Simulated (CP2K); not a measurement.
The system is ZrC.

```xyz
2
Lattice="3.5999 0.0000 0.0000 1.8000 3.1176 0.0000 1.8000 1.0392 2.9393" Properties=species:S:1:pos:R:3 pbc="T T T"
Zr    3.5999    2.0784    1.4697
C     5.3999    3.1176    2.2045
```

The cell was built by a generator and needn't be a form met in nature.

| Item | Value |
| --- | --- |
| Program | CP2K 2026.2 |
| Task | single point |
| Functional | PBE |
| Potentials or basis | POTENTIAL_UZH Zr GTH-PBE-q12, C GTH-PBE-q4; TZVP-MOLOPT-PBE-GTH basis |
| Density cutoff | 6123 eV |
| k mesh | 9 × 9 × 9 |
| Occupations | fermi-dirac, width 0.05 eV |
| Spin | no spin polarisation |

On this cell: pressure 0.7 GPa; largest force zero by symmetry; band gap on the k mesh 0.55 eV, direct.

The same run follows on a disturbed copy (atoms moved at random, drawn with an rms of 0.05 Å):

```xyz
2
Lattice="3.5999 0.0000 0.0000 1.8000 3.1176 0.0000 1.8000 1.0392 2.9393" Properties=species:S:1:pos:R:3 pbc="T T T"
Zr    3.5930    2.0762    1.4178
C     5.3831    3.1300    2.2175
```

Problem. What changes?

Solution. The energy moves by +12.4 meV/atom; pressure 1.0 GPa; largest force 0.771 eV/Å; band gap on the k mesh 0.47 eV, indirect (least direct gap 0.55 eV).

Forces in eV/Å, atoms in the order of the input:
```
Zr  -0.084  0.132  0.755
C    0.083 -0.131 -0.754
```

Stress tensor (GPa, compression positive):
```
-1.09  0.29  0.25
 0.29 -0.21 -0.39
 0.25 -0.39  4.32
```

Caveats: an odd mesh through Γ misses points on the zone boundary, where band edges often lie; the basis of atomic orbitals isn't converged, which shifts pressures, moduli and gaps.
